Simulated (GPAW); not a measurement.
The system is BN.

```
CELL_PARAMETERS angstrom
0.00000 1.81300 1.81300
1.81300 0.00000 1.81300
1.81300 1.81300 0.00000
ATOMIC_POSITIONS crystal
N 0.25000 0.25000 0.25000
B 0.00000 0.00000 0.00000
```

The cell is a database's computed one.

```yaml
Program: GPAW 26.7.0
Task: relaxation of cell and atoms
Functional: LDA
Potentials_or_basis: the program's PAW data sets (release 1.2.1) made for this functional
Cutoff: 800 eV
Basis: pw
k_mesh: 13 × 13 × 13
Occupations: fermi-dirac, width 0.05 eV
Spin: no spin polarisation
```

At the start: pressure -15.5 GPa; volume 5.96 Å³/atom.

Q: Where does the relaxation end?

A: Over 3 steps the energy falls by 9.7 meV/atom and the volume is 5.71 Å³/atom (-4.1 %); space group F-43m (No. 216, to 0.05 Å).

Step by step:
| step | energy change (eV) | largest force (eV/Å) | pressure (GPa) | volume (Å³) |
| --- | --- | --- | --- | --- |
| 1 | 0.0000 | 0.0000 | -15.48 | 11.92 |
| 2 | -0.0110 | 0.0000 | -11.06 | 11.77 |
| 3 | -0.0194 | 0.0000 | 0.39 | 11.43 |

Final structure:
```yaml
crystal:
  lattice:
    - [0.00000, 1.78787, 1.78787]
    - [1.78787, 0.00000, 1.78787]
    - [1.78787, 1.78787, 0.00000]
  atoms:
    - { symbol: N, position: [0.25000, 0.25000, 0.25000] }
    - { symbol: B, position: [0.00000, 0.00000, 0.00000] }
```

Caveat: later steps reuse the first step's grids.
